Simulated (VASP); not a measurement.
# C in VASP: notebook

Runs on C. Level: PBEsol. Tasks: single point.

All numbers are computed with VASP 6.6.1; they aren't measurements. Logs are shortened: lines on timing, memory, paths and dates and some standing lists are left out, and cuts for length are marked.

### 1 The sheet as given

The cell holds a sheet with vacuum, 2 atoms: a = 2.459 Å, b = 2.459 Å, c = 23.800 Å, α = 90.00°, β = 90.00°, γ = 120.00°.

The cell was built by a generator and needn't be a form met in nature.

### 2 Single point, PBEsol

INCAR reads:

```
SYSTEM = C
PREC = Accurate
ENCUT = 520
EDIFF = 1E-7
ISMEAR = 0
SIGMA = 0.03
LREAL = .FALSE.
LASPH = .TRUE.
NELM = 100
ALGO = Normal
ISIF = 2
LWAVE = .FALSE.
LCHARG = .FALSE.
LDIPOL = .TRUE.
IDIPOL = 3
DIPOL = 0.5 0.5 0.294
GGA = PS
NBANDS = 11
```

KPOINTS reads:

```
regular mesh
0
G
  18 18 1
  0 0 0
```

POSCAR reads:

```
C
1.0
    2.4586883799      0.0000000000      0.0000000000
   -1.2293441900      2.1292865970      0.0000000000
    0.0000000000      0.0000000000     23.8000000000
C
2
Direct
    0.3333333333      0.6666666667      0.2941176471
    0.6666666667      0.3333333333      0.2941176471
```

Potentials or basis: VASP PAW PBE potentials, release 64 (C).

Started as:

```sh
cat potpaw_PBE.64/C/POTCAR > POTCAR
mpirun -np 1 vasp_std > vasp.out
```

OUTCAR:

```text
SYSTEM = C
   PREC = Accurate
   ENCUT = 520
   EDIFF = 1E-7
   ISMEAR = 0
   LREAL = .FALSE.
   LASPH = .TRUE.
   NELM = 100
   ISIF = 2
   GGA = PS

 ion  position               nearest neighbor table
   1  0.333  0.667  0.294-   2 1.42   2 1.42   2 1.42
   2  0.667  0.333  0.294-   1 1.42   1 1.42   1 1.42

  LATTYP: Found a hexagonal cell.
 ALAT       =     2.4586883799
 C/A-ratio  =     9.6799578973

  Lattice vectors:

 A1 = (   2.4586883799,   0.0000000000,   0.0000000000)
 A2 = (  -1.2293441900,   2.1292865970,   0.0000000000)
 A3 = (   0.0000000000,   0.0000000000,  23.8000000000)

Analysis of symmetry for initial positions (statically):
=====================================================================
 Subroutine PRICEL returns:
 Original cell was already a primitive cell.

 Routine SETGRP: Setting up the symmetry group for a
 hexagonal supercell.

 Subroutine GETGRP returns: Found 24 space group operations
 (whereof 12 operations were pure point group operations)
 out of a pool of 24 trial point group operations.

The static configuration has the point symmetry C_6v.
 The point group associated with its full space group is D_6h.

Analysis of symmetry for dynamics (positions and initial velocities):
=====================================================================
 Subroutine PRICEL returns:
 Original cell was already a primitive cell.

 Routine SETGRP: Setting up the symmetry group for a
 hexagonal supercell.

 Subroutine GETGRP returns: Found 24 space group operations
 (whereof 12 operations were pure point group operations)
 out of a pool of 24 trial point group operations.

The dynamic configuration has the point symmetry C_6v.
 The point group associated with its full space group is D_6h.

 Subroutine INISYM returns: Found 24 space group operations
 (whereof 12 operations are pure point group operations),
 and found     1 'primitive' translations

----------------------------------------------------------------------------------------

                                     Primitive cell

  volume of cell :     124.5990

  direct lattice vectors                    reciprocal lattice vectors
     2.458688380  0.000000000  0.000000000     0.406720920  0.234820433  0.000000000
    -1.229344190  2.129286597  0.000000000     0.000000000  0.469640865  0.000000000
     0.000000000  0.000000000 23.800000000     0.000000000  0.000000000  0.042016807

  length of vectors
     2.458688380  2.458688380 23.800000000     0.469640865  0.469640865  0.042016807

  position of ions in fractional coordinates (direct lattice)
     0.333333333  0.666666667  0.294117647
     0.666666667  0.333333333  0.294117647

  ion indices of the primitive-cell ions
   primitive index   ion index
                 1           1
                 2           2

----------------------------------------------------------------------------------------

 KPOINTS: regular mesh

Automatic generation of k-mesh.
 Grid dimensions read from file:
 generate k-points for:   18   18    1

 Generating k-lattice:

  Cartesian coordinates                     Fractional coordinates (reciprocal lattice)
     0.022595607  0.013045580  0.000000000     0.055555556 -0.000000000  0.000000000
     0.000000000  0.026091159  0.000000000     0.000000000  0.055555556  0.000000000
     0.000000000  0.000000000  0.042016807     0.000000000  0.000000000  1.000000000

  Length of vectors
     0.026091159  0.026091159  0.042016807

  Shift w.r.t. Gamma in fractional coordinates (k-lattice)
     0.000000000  0.000000000  0.000000000

 Subroutine IBZKPT returns following result:
 ===========================================

 Found     37 irreducible k-points:

 Following reciprocal coordinates:
            Coordinates               Weight
  0.000000  0.000000  0.000000      1.000000
  0.055556 -0.000000  0.000000      6.000000
  0.111111 -0.000000  0.000000      6.000000
  0.166667  0.000000  0.000000      6.000000
  0.222222 -0.000000  0.000000      6.000000
  0.277778 -0.000000  0.000000      6.000000
[... 16 lines left out ...]
  0.333333  0.111111  0.000000     12.000000
  0.388889  0.111111  0.000000     12.000000
 [... further k-points ...]
   k-points           NKPTS =     37   k-points in BZ     NKDIM =     37   number of bands    NBANDS=     11
   number of dos      NEDOS =    301   number of ions     NIONS =      2
   total plane-waves  NPLWV =  58320
   dimension x,y,z NGX =    18 NGY =   18 NGZ =  180
   dimension x,y,z NGXF=    36 NGYF=   36 NGZF=  360
   ions per type =               2
   NGX,Y,Z   is equivalent  to a cutoff of  12.17, 12.17, 12.57 a.u.
   NGXF,Y,Z  is equivalent  to a cutoff of  24.34, 24.34, 25.15 a.u.
 SYSTEM =  C
   PREC   = accura    normal or accurate (medium, high low for compatibility)
   ISTART =      0    job   : 0-new  1-cont  2-samecut
   ICHARG =      2    charge: 1-file 2-atom 10-const
   ISPIN  =      1    spin polarized calculation?
   LNONCOLLINEAR =      F non collinear calculations
   LSORBIT =      F    spin-orbit coupling
   LASPH  =      T    aspherical Exc in radial PAW
   ENCUT  =  520.0 eV  38.22 Ry    6.18 a.u.   4.57  4.57 44.25*2*pi/ulx,y,z
   NELM   =    100;   NELMIN=  2; NELMDL= -5     # of ELM steps
   EDIFF  = 0.1E-06   stopping-criterion for ELM
   LREAL  =      F    real-space projection
   EDIFFG = 0.1E-05   stopping-criterion for IOM
   NSW    =      0    number of steps for IOM
   IBRION =     -1    ionic relax: 0-MD 1-quasi-New 2-CG
   NFREE  =      0    steps in history (QN), initial steepest desc. (CG)
   ISIF   =      2    stress and relaxation
   ISYM   =      2    0-nonsym 1-usesym 2-fastsym
   POTIM  = 0.5000    time-step for ionic-motion
   TEBEG  =    0.0;   TEEND  =   0.0 temperature during run
   PSTRESS=    0.0 pullay stress
   NELECT =       8.0000    total number of electrons
   NUPDOWN=      -1.0000    fix difference up-down
   EMIN   =  10.00;   EMAX   =-10.00  energy-range for DOS
   EFERMI =   0.00;   METHOD = LEGACY
   ISMEAR =     0;   SIGMA  =   0.03  broadening in eV -4-tet -1-fermi 0-gaus
   EFERMI_NEDOS =   21; number of points for ismear=-14 and -15
   IALGO  =     38    algorithm
   IMIX   =      4    mixing-type and parameters
     AMIX     =   0.40;   BMIX     =  1.00
     AMIX_MAG =   1.60;   BMIX_MAG =  1.00
  volume/ion in A,a.u.               =      62.30       420.42
  Fermi-wavevector in a.u.,A,eV,Ry     =   0.655541  1.238793  5.846889  0.429734
  Thomas-Fermi vector in A             =   1.726450
   LORBIT       =      0    0 simple, 1 ext, 2 COOP (PROOUT), +10 PAW based schemes
   GGA     = PS    functional components
   LHFCALC =     F    Hartree Fock is set to
   AEXX    =    0.0000 exact exchange contribution
   IVDW    =     0    specifies the selected vdW correction
   LEPSILON=     F    determine dielectric tensor
   LRPA    =     F    only Hartree local field effects (RPA)
 non-spin polarized calculation
 Gauss-broadening in eV      SIGMA  =   0.03
  energy-cutoff  :      520.00
  volume of cell :      124.60
 maximum number of plane-waves:      3406
   NGX =  9   NGY =  9   NGZ = 89

 dipolmoment           0.000000      0.000000     -0.000000 electrons x Angstroem

 number of electron       7.9999997 magnetization

 dipolmoment           0.000000      0.000000      0.000001 electrons x Angstroem

 Free energy of the ion-electron system (eV)
  ---------------------------------------------------
  ext. energy  EPLUGINS =         0.00000000
  ---------------------------------------------------
  free energy    TOTEN  =       -19.28209569 eV

  energy without entropy =      -19.28188673  energy(sigma->0) =      -19.28199121

 E-fermi :  -3.0345     XC(G=0):  -1.8189

 val. band max:       -3.0344729695   @ k =   0.3333   0.3333   0.0000
 cond. band min:      -3.0344729647   @ k =   0.3333   0.3333   0.0000
 fundamental gap:      0.0000000048
 Fermi energy:        -3.0344729669

 k-point     1 :       0.0000    0.0000    0.0000
  band No.  band energies     occupation
      1     -22.5901      2.00000
      2     -10.7433      2.00000
      3      -6.0373      2.00000
      4      -6.0373      2.00000
      5       0.3435      0.00000
      6       1.1227      0.00000
      7       1.3623      0.00000
      8       1.9670      0.00000
      9       2.2881      0.00000
     10       3.4188      0.00000
     11       3.8484      0.00000

 k-point     2 :       0.0556   -0.0000    0.0000
  band No.  band energies     occupation
      1     -22.5167      2.00000
      2     -10.6553      2.00000
      3      -6.3359      2.00000
      4      -6.1966      2.00000
      5       0.4428      0.00000
      6       1.2238      0.00000
      7       1.4645      0.00000
      8       2.0685      0.00000
      9       2.3895      0.00000
     10       3.5197      0.00000
     11       3.9485      0.00000

 k-point     3 :       0.1111   -0.0000    0.0000
  band No.  band energies     occupation
      1     -22.2970      2.00000
      2     -10.3922      2.00000
      3      -7.1563      2.00000
      4      -6.6191      2.00000
      5       0.7409      0.00000
      6       1.5269      0.00000
      7       1.7712      0.00000
      8       2.3730      0.00000
      9       2.6938      0.00000
     10       3.8222      0.00000
     11       4.2485      0.00000

 k-point     4 :       0.1667    0.0000    0.0000
  band No.  band energies     occupation
      1     -21.9318      2.00000
      2      -9.9572      2.00000
      3      -8.3356      2.00000
      4      -7.1866      2.00000
      5       1.2376      0.00000
      6       2.0312      0.00000
      7       2.2822      0.00000
      8       2.8800      0.00000
      9       3.2007      0.00000
     10       4.3249      0.00000
     11       4.7432      0.00000

 k-point     5 :       0.2222   -0.0000    0.0000
  band No.  band energies     occupation
      1     -21.4232      2.00000
      2      -9.7167      2.00000
      3      -9.3566      2.00000
      4      -7.7889      2.00000
      5       1.9319      0.00000
      6       2.7333      0.00000
      7       2.9977      0.00000
      8       3.5864      0.00000
      9       3.9092      0.00000
     10       4.9442      0.00000
     11       5.1242      0.00000
[... 211 lines left out ...]
 k-point    21 :       0.2222    0.1111    0.0000
  band No.  band energies     occupation
      1     -20.5595      2.00000
      2     -11.1740      2.00000
      3      -9.1809      2.00000
      4      -8.3504      2.00000
      5       3.1219      0.00000
      6       3.1820      0.00000
      7       3.9519      0.00000
      8       4.2244      0.00000
      9       4.8053      0.00000
     10       5.1261      0.00000
     11       6.1073      0.00000

 k-point    22 :       0.2778    0.1111    0.0000
  band No.  band energies     occupation
      1     -19.7778      2.00000
      2     -12.5686      2.00000
      3      -9.6939      2.00000
      4      -7.4683      2.00000
      5       1.7248      0.00000
      6       4.2049      0.00000
      7       5.0427      0.00000
      8       5.3478      0.00000
      9       5.9134      0.00000
     10       5.9371      0.00000
     11       6.2646      0.00000

 k-point    23 :       0.3333    0.1111    0.0000
  band No.  band energies     occupation
      1     -18.8709      2.00000
      2     -13.9535      2.00000
      3     -10.0659      2.00000
      4      -6.5035      2.00000
      5       0.3013      0.00000
      6       5.4508      0.00000
      7       5.8218      0.00000
      8       6.3233      0.00000
      9       6.6785      0.00000
     10       7.2155      0.00000
     11       7.5658      0.00000

 k-point    24 :       0.3889    0.1111    0.0000
  band No.  band energies     occupation
      1     -17.8662      2.00000
      2     -15.2590      2.00000
      3     -10.2914      2.00000
      4      -5.5930      2.00000
      5      -0.9028      0.00000
      6       5.6702      0.00000
      7       6.9502      0.00000
      8       7.7559      0.00000
      9       8.2101      0.00000
     10       8.6925      0.00000
     11       9.0774      0.00000

 [... further k-points ...]

------------------------ aborting loop because EDIFF is reached ----------------------------------------

 vacuum level on the upper side and lower side of the slab       (xc-potential included)        -0.009        -0.009

  FORCE on cell =-STRESS in cart. coord.  units (eV):
  Direction    XX          YY          ZZ          XY          YZ          ZX
  --------------------------------------------------------------------------------------
  -------------------------------------------------------------------------------------
  Total        0.1227339      0.1227339     -0.0103784     -0.0000000      0.0000000      0.0000000
  in kB        1.5781940      1.5781940     -0.1334527     -0.0000000      0.0000000      0.0000000
  external PRESSURE =       1.0076451 kB  Pullay stress =       0.0000000 kB

 VOLUME and BASIS-vectors are now :
 -----------------------------------------------------------------------------
  energy-cutoff  :      520.00
  volume of cell :      124.60
      direct lattice vectors                 reciprocal lattice vectors
     2.458688380  0.000000000  0.000000000     0.406720920  0.234820433  0.000000000
    -1.229344190  2.129286597  0.000000000     0.000000000  0.469640865  0.000000000
     0.000000000  0.000000000 23.800000000     0.000000000  0.000000000  0.042016807

 POSITION                                       TOTAL-FORCE (eV/Angst)
 -----------------------------------------------------------------------------------
     -0.00000      1.41952      7.00000         0.000000      0.000000     -0.000000
      1.22934      0.70976      7.00000        -0.000000      0.000000      0.000000
 -----------------------------------------------------------------------------------
    total drift:                                0.000000      0.000000      0.000007

  FREE ENERGIE OF THE ION-ELECTRON SYSTEM (eV)
  ---------------------------------------------------
  free  energy   TOTEN  =       -19.2820956893 eV

  energy  without entropy=      -19.2818867302  energy(sigma->0) =      -19.28199121

 vacuum level on the upper side and lower side of the slab         1.259         1.259
```

It took 68 s on 1 thread of Intel Xeon Platinum 8488C (Sapphire Rapids), shared host; peak memory 0.22 GiB.

Results:

| Item | Value |
| --- | --- |
| Free energy | -19.2821 eV |
| Band gap on the k mesh | none (metal or under the smearing width) |

Levels at points of the mesh, in eV from the Fermi level:
```tsv
k point	band 1	band 2	band 3	band 4	band 5	band 6	band 7	band 8	band 9
(0.00, 0.00, 0.00)	-19.56	-7.71	-3.00	-3.00	3.38	4.16	4.40	5.00	5.32
(0.50, 0.00, 0.00)	-14.24	-13.30	-6.43	-2.38	1.66	7.43	11.26	11.40	12.11
```

Caveat: the PAW data sets were made with another functional, which shifts forces and pressure a little.

(Part 1 of 2 ends here.)
